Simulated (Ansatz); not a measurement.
Bulk crystal (Cu) after relaxation:

```yaml
crystal:
  lattice:
    - [2.56704, 0.00000, 0.00000]
    - [-1.28352, 2.22312, 0.00000]
    - [0.00000, 0.00000, 8.38656]
  atoms:
    - { symbol: Cu, position: [0.00000, 0.00000, 0.00000] }
    - { symbol: Cu, position: [0.33333, 0.66667, 0.25000] }
    - { symbol: Cu, position: [0.00000, 0.00000, 0.50000] }
    - { symbol: Cu, position: [0.66667, 0.33333, 0.75000] }
```

Miller indices refer to the conventional cell of P6_3/mmc (No. 194), a = 2.567 Å, b = 2.567 Å, c = 8.387 Å, α = 90.00°, β = 90.00°, γ = 120.00°.

Consider the (001) slab of 8 planes, 14.7 Å thick with 15 Å of vacuum as cut; outer planes Cu (top) and Cu (bottom), all atoms relaxed.

Level of theory: DFT PBE, scalar-relativistic, plane waves, PAW (Ansatz 0.2.0). Settings: cutoff 420 eV, Γ-centred mesh 15×15×1 on the computed 8-atom cell, Gaussian smearing of 0.10 eV; no spin polarisation. A dipole correction removes the field between periodic images along c.

Question: Estimate the surface energy (mean of both faces).

Answer: 1.34 J/m².

Question: Give the work function.

Answer: 4.82 eV.

Question: The top two planes lie 2.097 Å apart in the bulk. How does relaxation change this?

Answer: The spacing becomes 2.087 Å (-0.4 %).

The reference crystal is a form of Cu, which isn't its usual structure.